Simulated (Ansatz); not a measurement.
# ZnS (Wurtzite-2H) (P6_3mc) in Ansatz: a series of runs

Runs on ZnS (Wurtzite-2H). Level: PBEsol. Tasks: elastic constants, phonons.

Program: Ansatz 0.2.0. These are calculated values, not measurements. Logs are shortened: lines on timing, memory, paths and dates and some standing lists are left out, and cuts for length are marked.

**The experiment to reproduce.**

From a printed reference work, monograph, for a bulk crystal of ZnS at 4 K: band gap 3.911 eV (direct).

The results are compared with them further down.

**1. Starting point**

The structure is hexagonal, space group P6_3mc (No. 186). Conventional cell: a = 3.811 Å, b = 3.811 Å, c = 6.234 Å, α = 90.00°, β = 90.00°, γ = 120.00°. Around Zn (site symmetry 3m) lie 4 S at 2.31 to 2.40 Å. Around S (site symmetry 3m) lie 4 Zn at 2.31 to 2.40 Å.

**2. Elastic constants, PBEsol**

The input, input.yaml:

```yaml
crystal:
  lattice:
    - [3.811, 0.0, 0.0]
    - [-1.9055, 3.3004228138, 0.0]
    - [0.0, 0.0, 6.234]
  atoms:
    - { symbol: Zn, position: [0.6666666667, 0.3333333333, 0.5] }
    - { symbol: Zn, position: [0.3333333333, 0.6666666667, 0.0] }
    - { symbol: S, position: [0.6666666667, 0.3333333333, 0.885] }
    - { symbol: S, position: [0.3333333333, 0.6666666667, 0.385] }
hamiltonian:
  xc: pbesol
  pseudopotentials: { kind: paw }
kpoints:
  mp_grid: { grid: [6, 6, 4] }
scf:
  occupations: { method: fixed }
output:
  forces: true
  stress: true
elastic:
  mode: clamped_ion
  stencil: two_point
```

Potentials or basis: Ansatz PAW.

Launch:

```console
> ansatz run input.yaml --threads 2 --pin off --max-ram 5632MiB --backend cpu --events-out ev --progress --plain --runs-dir out
```

Log:

```text
Warning: RAYON_NUM_THREADS=2 ignored (pool sized by the plan → 2); use --threads N
Engine: ansatz 0.2.0, x86_64-unknown-linux-gnu
Pseudopotentials: kind: paw
Pseudopotential: Zn, paw, valence charge 12, recommended cutoff 420 eV (normal), Zn.paw.azcp
Pseudopotential: S, paw, valence charge 6, recommended cutoff 420 eV (normal), S.paw.azcp
Functional definition: PBEsol
  exchange = pbesol_x
  correlation = pbesol_c
Crystal: 4 atoms, lattice volume = 78.411 Å³
Basis set: ecut = 420 eV, 1521 PW (Γ), exchange–correlation on 54×54×90 points (8 copies of the dense FFT grid, shifted against one another)
Bands: 22, of which v1, the nominal top of the filled ones, is band 18 counted from 1 (17 counted from 0)
Symmetry: 12 space group operations
Space group: P63mc (ITA 186), of the structure as read, at distance tolerance 4.3e-5 Å
k-points: 21 of 144 (time reversal used)
Non-local potential: Zn, projectors of the file, l = 0: 2, l = 1: 2, l = 2: 3, l = 3: 1
Non-local potential: S, projectors of the file, l = 0: 2, l = 1: 2, l = 2: 2
PAW form: soft (Blöchl's): semilocal exchange-correlation on the pseudo side does not see the compensation charge
PAW frozen core: Zn, regenerated for the run's functional, and the local potential with it (the file was generated under x = pbe(κ = 0.804, μ = 0.2195149727645171), c = pbe(β = 0.06672455060314922))
PAW frozen core: S, regenerated for the run's functional, and the local potential with it (the file was generated under x = pbe(κ = 0.804, μ = 0.2195149727645171), c = pbe(β = 0.06672455060314922))
PAW one-centre angular grid: Zn, 590 points (default); XC on 64 Gauss nodes
PAW one-centre angular grid: S, 110 points (default); XC on 64 Gauss nodes
Initial density: superposition of atomic densities (neutral atoms: chi_scale 0, normalization atom), corrected by the library's trained network
Initial wavefunctions: pseudopotential atomic-orbital guess
Functional: x = pbesol(κ = 0.804, μ = 0.12345679012345678), c = pbesol(β = 0.046)
SCF iter   1: F=—  HF=-8334.847385 eV  |F-HF|=—  |Δ(HF+E_count)|=         —  Δρ=5.31e-3  dr2=2.52e-2  ethr=1.77e-3  ⟨swp⟩=5.1  Hψ=1993  notcnv=0  defer=40
preconditioner: auto → Resta (q_TF=auto, 2.396 Å⁻¹)  ε∞=6.7  [insulator: Δε(μ)=2.059 eV  Ē_g=10.559 eV  n_scr=22 (ndim 8)  ℏωp=25.2 eV  f_vac=0.040  ε∞_Penn≈6.7]
SCF iter   2: F=—  HF=-8334.840861 eV  |F-HF|=—  |Δ(HF+E_count)|=   6.52e-3  Δρ=1.97e-3  dr2=5.25e-3  ethr=7.00e-5  ⟨swp⟩=2.7  Hψ=1009  notcnv=0  defer=40
SCF iter   3: F=—  HF=-8334.839896 eV  |F-HF|=—  |Δ(HF+E_count)|=   9.65e-4  Δρ=1.49e-3  dr2=1.18e-3  ethr=1.46e-5  ⟨swp⟩=2.0  Hψ=854  notcnv=0  defer=40
SCF iter   4: F=—  HF=-8334.839440 eV  |F-HF|=—  |Δ(HF+E_count)|=   4.56e-4  Δρ=3.81e-4  dr2=1.16e-4  ethr=3.27e-6  ⟨swp⟩=2.0  Hψ=834  notcnv=0  defer=40
SCF iter   5: F=—  HF=-8334.839497 eV  |F-HF|=—  |Δ(HF+E_count)|=   5.70e-5  Δρ=8.09e-5  dr2=8.32e-6  ethr=3.22e-7  ⟨swp⟩=3.0  Hψ=880  notcnv=0  defer=4
SCF iter   6: F=—  HF=-8334.839475 eV  |F-HF|=—  |Δ(HF+E_count)|=   2.19e-5  Δρ=3.99e-5  dr2=1.08e-6  ethr=2.31e-8  ⟨swp⟩=2.0  Hψ=840  notcnv=0
SCF iter   7: F=—  HF=-8334.839476 eV  |F-HF|=—  |Δ(HF+E_count)|=   1.42e-6  Δρ=7.10e-6  dr2=4.81e-8  ethr=2.99e-9  ⟨swp⟩=2.0  Hψ=804  notcnv=0
SCF iter   8: F=—  HF=-8334.839476 eV  |F-HF|=—  |Δ(HF+E_count)|=   8.24e-8  Δρ=1.42e-6  dr2=1.54e-9  ethr=1.34e-10  ⟨swp⟩=2.0  Hψ=840  notcnv=0
SCF iter   9: F=—  HF=-8334.839476 eV  |F-HF|=—  |Δ(HF+E_count)|=   2.13e-9  Δρ=5.56e-7  dr2=2.69e-10  ethr=4.26e-12  ⟨swp⟩=2.0  Hψ=809  notcnv=0
SCF iter  10: F=—  HF=-8334.839476 eV  |F-HF|=—  |Δ(HF+E_count)|=  1.31e-10  Δρ=9.98e-8  dr2=5.64e-12  ethr=7.46e-13 (applied; sched 1.00e-12)  ⟨swp⟩=2.7  Hψ=859  notcnv=0
SCF iter  11: F=—  HF=-8334.839476 eV  |F-HF|=—  |Δ(HF+E_count)|=  5.46e-12  Δρ=1.90e-8  dr2=2.81e-13  ethr=1.57e-14 (applied; sched 1.00e-12)  ⟨swp⟩=2.8  Hψ=857  notcnv=0
SCF iter  12: F=-8334.839476 eV  HF=-8334.839476 eV  |F-HF|=3.64e-12  |Δ(HF+E_count)|=  3.64e-12  Δρ=3.52e-9  dr2=1.27e-14  ethr=1.00e-12  ⟨swp⟩=5.4  Hψ=2073  notcnv=0
SCF 1 converged in 12 iterations: F = -8334.839476 eV  dr2 = 1.27e-14
Crystal: 4 atoms, lattice volume = 78.254 Å³
Symmetry: 4 space group operations
k-points: 39 of 144 (time reversal used)
Initial density: handed on by an earlier stage of this run
Initial wavefunctions: those handed on with the density
iter 1 solved again at ethr=3.60e-8 eV; its pass at ethr=3.10e-3 eV (dr2=1.30e-5 eV) is discarded
SCF iter   1: F=—  HF=-8334.839998 eV  |F-HF|=—  |Δ(HF+E_count)|=         —  Δρ=1.42e-4  dr2=1.55e-5  ethr=3.60e-8  ⟨swp⟩=3.5  Hψ=4657  notcnv=0  defer=71
preconditioner: auto → Resta (q_TF=auto, 2.397 Å⁻¹)  ε∞=6.6  [insulator: Δε(μ)=2.120 eV  Ē_g=10.596 eV  n_scr=22 (ndim 8)  ℏωp=25.2 eV  f_vac=0.036  ε∞_Penn≈6.6]
SCF iter   2: F=—  HF=-8334.839965 eV  |F-HF|=—  |Δ(HF+E_count)|=   3.31e-5  Δρ=7.02e-5  dr2=4.58e-6  ethr=3.60e-8  ⟨swp⟩=2.0  Hψ=1498  notcnv=0  defer=36
SCF iter   3: F=—  HF=-8334.839962 eV  |F-HF|=—  |Δ(HF+E_count)|=   2.66e-6  Δρ=5.07e-5  dr2=1.09e-6  ethr=1.27e-8  ⟨swp⟩=2.0  Hψ=1472  notcnv=0  defer=5
SCF iter   4: F=—  HF=-8334.839963 eV  |F-HF|=—  |Δ(HF+E_count)|=   6.29e-7  Δρ=1.07e-5  dr2=1.13e-7  ethr=3.03e-9  ⟨swp⟩=2.0  Hψ=1482  notcnv=0  defer=2
SCF iter   5: F=—  HF=-8334.839963 eV  |F-HF|=—  |Δ(HF+E_count)|=   5.08e-8  Δρ=2.87e-6  dr2=1.03e-8  ethr=3.15e-10  ⟨swp⟩=3.0  Hψ=1687  notcnv=0  defer=2
SCF iter   6: F=—  HF=-8334.839963 eV  |F-HF|=—  |Δ(HF+E_count)|=   1.18e-8  Δρ=8.23e-7  dr2=5.14e-10  ethr=2.86e-11  ⟨swp⟩=2.0  Hψ=1495  notcnv=0  defer=2
SCF iter   7: F=—  HF=-8334.839963 eV  |F-HF|=—  |Δ(HF+E_count)|=  9.93e-10  Δρ=1.65e-7  dr2=2.75e-11  ethr=1.43e-12  ⟨swp⟩=2.0  Hψ=1560  notcnv=0  defer=2
SCF iter   8: F=—  HF=-8334.839963 eV  |F-HF|=—  |Δ(HF+E_count)|=  4.37e-11  Δρ=6.77e-8  dr2=3.18e-12  ethr=7.65e-14 (applied; sched 1.00e-12)  ⟨swp⟩=2.0  Hψ=1488  notcnv=0  defer=2
[... 18 lines left out ...]
preconditioner: auto → Resta (q_TF=auto, 2.397 Å⁻¹)  ε∞=6.6  [insulator: Δε(μ)=2.116 eV  Ē_g=10.596 eV  n_scr=22 (ndim 8)  ℏωp=25.2 eV  f_vac=0.036  ε∞_Penn≈6.6]
SCF iter   2: F=—  HF=-8334.841817 eV  |F-HF|=—  |Δ(HF+E_count)|=   3.19e-5  Δρ=6.54e-5  dr2=4.13e-6  ethr=2.87e-8  ⟨swp⟩=2.0  Hψ=780  notcnv=0  defer=15
SCF iter   3: F=—  HF=-8334.841813 eV  |F-HF|=—  |Δ(HF+E_count)|=   4.53e-6  Δρ=3.61e-5  dr2=5.57e-7  ethr=1.15e-8  ⟨swp⟩=2.0  Hψ=793  notcnv=0
SCF iter   4: F=—  HF=-8334.841815 eV  |F-HF|=—  |Δ(HF+E_count)|=   2.20e-6  Δρ=9.63e-6  dr2=8.40e-8  ethr=1.55e-9  ⟨swp⟩=2.0  Hψ=798  notcnv=0
SCF iter   5: F=—  HF=-8334.841815 eV  |F-HF|=—  |Δ(HF+E_count)|=   3.31e-8  Δρ=2.75e-6  dr2=9.13e-9  ethr=2.33e-10  ⟨swp⟩=3.0  Hψ=903  notcnv=0
[... 25 lines left out ...]
SCF iter   7: F=—  HF=-8334.839449 eV  |F-HF|=—  |Δ(HF+E_count)|=  1.09e-11  Δρ=1.45e-7  dr2=1.35e-11  ethr=5.30e-13 (applied; sched 1.00e-12)  ⟨swp⟩=2.0  Hψ=1773  notcnv=0  defer=63
SCF iter   8: F=—  HF=-8334.839449 eV  |F-HF|=—  |Δ(HF+E_count)|=  7.28e-12  Δρ=4.76e-8  dr2=1.28e-12  ethr=3.75e-14 (applied; sched 1.00e-12)  ⟨swp⟩=2.0  Hψ=1786  notcnv=0  defer=63
SCF iter   9: F=—  HF=-8334.839449 eV  |F-HF|=—  |Δ(HF+E_count)|=    0.00e0  Δρ=2.94e-8  dr2=4.38e-13  ethr=3.55e-15 (applied; sched 1.00e-12)  ⟨swp⟩=2.0  Hψ=1786  notcnv=0  defer=63
SCF iter  10: F=-8334.839449 eV  HF=-8334.839449 eV  |F-HF|=1.82e-12  |Δ(HF+E_count)|=  1.82e-12  Δρ=8.15e-9  dr2=4.09e-14  ethr=1.00e-12  ⟨swp⟩=2.9  Hψ=4396  notcnv=0
SCF 6 converged in 10 iterations: F = -8334.839449 eV  dr2 = 4.09e-14
iter 1 solved again at ethr=2.57e-11 eV; its pass at ethr=3.10e-3 eV (dr2=9.24e-9 eV) is discarded
SCF iter   1: F=—  HF=-8334.839474 eV  |F-HF|=—  |Δ(HF+E_count)|=         —  Δρ=2.33e-5  dr2=9.21e-9  ethr=2.57e-11  ⟨swp⟩=2.5  Hψ=4993  notcnv=0  defer=59
SCF iter   2: F=—  HF=-8334.839448 eV  |F-HF|=—  |Δ(HF+E_count)|=   2.62e-5  Δρ=1.18e-5  dr2=2.82e-9  ethr=2.56e-11  ⟨swp⟩=2.0  Hψ=1880  notcnv=0  defer=59
SCF iter   3: F=—  HF=-8334.839449 eV  |F-HF|=—  |Δ(HF+E_count)|=   1.21e-6  Δρ=1.56e-6  dr2=3.89e-10  ethr=7.84e-12  ⟨swp⟩=2.0  Hψ=1706  notcnv=0  defer=59
SCF iter   4: F=—  HF=-8334.839449 eV  |F-HF|=—  |Δ(HF+E_count)|=   1.25e-8  Δρ=1.51e-7  dr2=1.57e-11  ethr=1.08e-12  ⟨swp⟩=2.0  Hψ=1786  notcnv=0  defer=59
SCF iter   5: F=—  HF=-8334.839449 eV  |F-HF|=—  |Δ(HF+E_count)|=  3.64e-12  Δρ=5.99e-8  dr2=1.96e-12  ethr=4.35e-14 (applied; sched 1.00e-12)  ⟨swp⟩=2.0  Hψ=1742  notcnv=0  defer=59
SCF iter   6: F=—  HF=-8334.839449 eV  |F-HF|=—  |Δ(HF+E_count)|=    0.00e0  Δρ=2.33e-8  dr2=1.54e-13  ethr=5.46e-15 (applied; sched 1.00e-12)  ⟨swp⟩=2.0  Hψ=1802  notcnv=0  defer=59
SCF iter   7: F=—  HF=-8334.839449 eV  |F-HF|=—  |Δ(HF+E_count)|=  3.64e-12  Δρ=1.70e-8  dr2=1.27e-13  ethr=1.00e-12  ⟨swp⟩=4.1  Hψ=3782  notcnv=0
SCF iter   8: F=-8334.839449 eV  HF=-8334.839449 eV  |F-HF|=0.00e0  |Δ(HF+E_count)|=    0.00e0  Δρ=2.78e-9  dr2=5.82e-15  ethr=1.00e-12  ⟨swp⟩=2.3  Hψ=3940  notcnv=0
SCF 7 converged in 8 iterations: F = -8334.839449 eV  dr2 = 5.82e-15
SCF converged after 12 iterations
Free energy (F): -8334.839476 eV
Harris-Foulkes:  -8334.839476 eV  (|F-HF|=3.64e-12)
Internal energy: -8334.839476 eV  (E = F + TS)
E sigma→0 (E₀):  -8334.839476 eV
Fermi energy:    5.768056 eV
--- Per-component energies (eV) ---
  E_band       = 7.500072
  E_kinetic    = 476.388948
  E_local      = -4083.034968  (includes V_loc(G=0)·N_el)
  E_nonlocal   = 1288.144068
  E_hartree    = 1704.376474
  E_xc         = -463.679505
  E_vxc        = -279.914407  (∫ρ·V_xc dr)
  E_paw        = -4750.588942  (= ΣΔE_a)
  E_vpaw       = -802.835775  (= ΣTr[D̂ρ^β])
  E_aug_tail   = -0.000741  (compensation charges beyond the density's cutoff)
  E_ewald      = -2508.163419
  E_core_change = 1.718608  (= ΣΔE_core)
  E_smearing   = -0.000000  (= −TS)
  E_closure    = -0.000000  (closes the sum)
  Σ components = -8334.839476   (vs F -8334.839476, Δ=0.00e0)
--- Forces (eV/Å), atoms counted from 1 ---
  atom   1  Zn    -0.00000000     0.00000000     0.30764029
  atom   2  Zn    -0.00000000    -0.00000000     0.30764029
  atom   3  S      0.00000000     0.00000000    -0.30764055
  atom   4  S      0.00000000    -0.00000000    -0.30764055
  max |Σ_I F_I| component: 5.21e-7 eV/Å
--- Stress (GPa, compression-positive) ---
       -0.655066       0.000000      -0.000000
        0.000000      -0.655066       0.000000
       -0.000000       0.000000      -2.521717
  P = ⅓ Tr σ = -1.2773 GPa (-12.773 kbar)
--- Band table (eV; the first three rows and the last of 21) ---
  k-point 0: bands = ["-7.4405", "-6.4989", "-0.6396", "-0.6396", "-0.5760", "-0.5760", "-0.5658", "-0.1597", "-0.1597", "-0.0785", "-0.0785", "0.0767", "0.5370", "4.8980", "4.8980", "5.7559", "5.7559", "5.7681", "7.8772", "8.6419", "11.9440", "11.9440"]
  k-point 1: bands = ["-7.3212", "-6.6594", "-0.6338", "-0.6338", "-0.5889", "-0.5889", "-0.5729", "-0.3342", "-0.1450", "-0.1450", "-0.0875", "-0.0875", "1.4508", "4.6534", "5.0147", "5.0147", "5.6203", "5.6203", "8.7781", "8.8069", "11.8983", "12.0315"]
  k-point 2: bands = ["-7.0104", "-7.0104", "-0.6148", "-0.6148", "-0.6148", "-0.6148", "-0.5429", "-0.5429", "-0.1135", "-0.1135", "-0.1135", "-0.1135", "2.9645", "2.9645", "5.3081", "5.3081", "5.3081", "5.3081", "9.1607", "9.1607", "12.3735", "12.3735"]
  k-point 20: bands = ["-6.2200", "-6.2200", "-0.4538", "-0.4538", "-0.4439", "-0.4439", "-0.2505", "-0.2505", "-0.1714", "-0.1714", "0.2149", "0.2149", "0.9419", "0.9419", "2.6022", "2.6022", "4.5006", "4.5006", "10.1879", "10.1879", "12.0819", "12.0819"]
--- Elastic constants: 3 strain directions × 2 members + reference (group order 12) ---
  dense FFT box of the reference and of every strained cell: 27×27×45
  strains applied: 11, 33, 23; error gains: componentwise 1.00 (the most a stress slope's error grows in a printed constant), spectral 1.41 (1 for all six strains in a standard setting)
  C = ∂σ_k/∂η_j (tension-positive GPa; Voigt order 11 22 33 23 13 12):
       160.691     44.283     27.680      0.000      0.000      0.000
        44.283    160.691     27.680      0.000      0.000      0.000
        25.761     25.761    136.975      0.000      0.000      0.000
         0.000      0.000      0.000     36.573      0.000      0.000
         0.000     -0.000      0.000      0.000     36.573      0.000
        -0.000      0.000      0.000      0.000      0.000     58.204
  reference stress σ⁰ (GPa):      0.655      0.655      2.522     -0.000      0.000     -0.000
  C* (energy form; C + prestress term) asymmetry max|C*_kj − C*_jk| = 5.242e-2 GPa — a small one proves nothing (zero by symmetry where the batch's group is 432, −43m or m−3m); a large one is finite-difference/SCF noise where every solve meets its electron count
  moduli (Voigt/Reuss/Hill, GPa): K = 72.64/71.63/72.14   G = 50.31/47.44/48.87   E = 119.61   ν = 0.224
  mechanically stable: yes (min eigenvalue of sym C = 36.57 GPa)
  strain η (Voigt 11):  stress-route row diagonal C_11 = 160.69 GPa, energy-path curvature d²(F+E_count+ΔE)/dδ²/Ω₀ = 160.53 GPa
         δ    σ_11 (GPa)             F (eV)   n_scf  n_hpsi   n_pw
    -2.000e-3       0.3311       -8334.8399629      10   20342   1554
     2.000e-3       0.9739       -8334.8386896       7   14800   1558
  strain η (Voigt 33):  stress-route row diagonal C_33 = 136.97 GPa, energy-path curvature d²(F+E_count+ΔE)/dδ²/Ω₀ = 137.00 GPa
         δ    σ_33 (GPa)             F (eV)   n_scf  n_hpsi   n_pw
    -2.000e-3       2.2447       -8334.8418150       9   10302   1558
     2.000e-3       2.7926       -8334.8368798       7    7946   1566
  strain η (Voigt 23):  stress-route row diagonal C_44 = 36.57 GPa, energy-path curvature d²(F+E_count+ΔE)/dδ²/Ω₀ = 35.78 GPa
         δ    σ_23 (GPa)             F (eV)   n_scf  n_hpsi   n_pw
    -2.000e-3      -0.0731       -8334.8394488      10   23906   1560
     2.000e-3       0.0731       -8334.8394488       8   22189   1560
```

Run time: 39 s. Hardware: 2 threads of Intel Xeon at 2.50GHz (Skylake/Cascade Lake), shared host; peak memory 0.4 GiB.

What came out:

```yaml
Free_energy: -8334.8395 eV
Pressure: -1.3 GPa
Largest_force: 0.308 eV/Å
Band_gap_on_the_k_mesh: 2.11 eV, direct
Voigt_bulk_modulus: 73 GPa
```

Forces in eV/Å, atoms in the order of the input:
```
Zn   0.000  0.000  0.308
Zn   0.000  0.000  0.308
S    0.000  0.000 -0.308
S    0.000  0.000 -0.308
```

Levels at points of the mesh, in eV from the valence-band top:
```
             k point  band 14  band 15  band 16  band 17  band 18  band 19  band 20  band 21  band 22
  (0.00, 0.00, 0.00)    -0.87    -0.87    -0.01    -0.01     0.00     2.11     2.87     6.18     6.18
 (0.00, 0.00, -0.50)    -2.80    -0.46    -0.46    -0.46    -0.46     3.39     3.39     6.61     6.61
 (0.00, -0.50, 0.00)    -4.26    -3.20    -2.28    -1.60    -0.99     3.48     4.16     5.04     7.01
(0.00, -0.50, -0.50)    -4.95    -1.68    -1.68    -1.55    -1.55     3.47     3.47     5.02     5.02
```

Elastic tensor in Voigt notation (GPa, ions clamped, in the Cartesian axes of the cell as first typed):
```
161  44  28   0   0   0
 44 161  28   0   0   0
 26  26 137   0   0   0
  0   0   0  37   0   0
  0   0   0   0  37   0
  0   0   0   0   0  58
```

Caveat: the PAW data sets come from PBE, with cores solved anew for the run's functional, which leaves a small shift of forces and pressure.

(Part 1 of 2 ends here.)
